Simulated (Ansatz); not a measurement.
The system is Cu.

```
Cu
1.0
     2.53410    0.00000    0.00000
    -1.26705    2.19459    0.00000
     0.00000    0.00000    4.11257
Cu
2
Direct
  0.66667 0.33333 0.75000
  0.33333 0.66667 0.25000
```

This isn't the form of Cu at room conditions, which is fcc.

Base run:

| Quantity | Value |
| --- | --- |
| Program | Ansatz 0.2.0 |
| Functional | PBEsol |
| Potentials or basis | all-electron LAPW, scalar-relativistic |
| Cutoff | 304 eV (chosen from the basis error) |
| Basis error allowed | 0.001 eV/atom |
| k mesh | 12 × 12 × 7 |
| Occupations | fermi-dirac, width 0.05 eV |
| Spin | no spin polarisation |

Its results: pressure -1.4 GPa.

**Question.** The run is repeated on the same cell with these changes: potentials or basis from all-electron LAPW, scalar-relativistic to all-electron LAPW, non-relativistic. What comes out?

**Answer.** Pressure 3.1 GPa.
